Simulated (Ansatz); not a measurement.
MoS2:

```
Mo S
1.0
     3.22746    0.00000    0.00000
    -1.61373    2.79507    0.00000
     0.00000    0.00000    6.31247
Mo S
1 2
Direct
  0.00000 0.00000 0.50000
  0.66667 0.33333 0.74468
  0.33333 0.66667 0.25532
```

Measurements of this composition are mostly on another form, of space group No. 194.

Program: Ansatz 0.2.0. Alike in all runs: potentials or basis Ansatz PAW; cell as given.

Question: Order these runs on this cell by their pressure, lowest first.
A. level r2SCAN; spin SOC, no magnetisation; k mesh 7 × 7 × 3; cutoff (eV) 500; smearing fermi-dirac 0.05 eV; points for each segment of the path 14
B. level PBEsol; spin off; k mesh 9 × 9 × 4; cutoff (eV) 420; smearing gaussian 0.05 eV
C. level LDA; spin SOC, no magnetisation; k mesh 7 × 7 × 3; cutoff (eV) 420; smearing fermi-dirac 0.05 eV; points for each segment of the path 14

Answer: C (-5.7 GPa), B (-3.5 GPa), A (0.2 GPa).

Caveats: the PAW data sets come from PBE, with cores solved anew for the run's functional, which leaves a small shift of forces and pressure; this functional lacks dispersion, which binds the layers, so the pressure and a relaxed spacing across them are unreliable (some runs).

Runs at the PBE level aren't shown here.
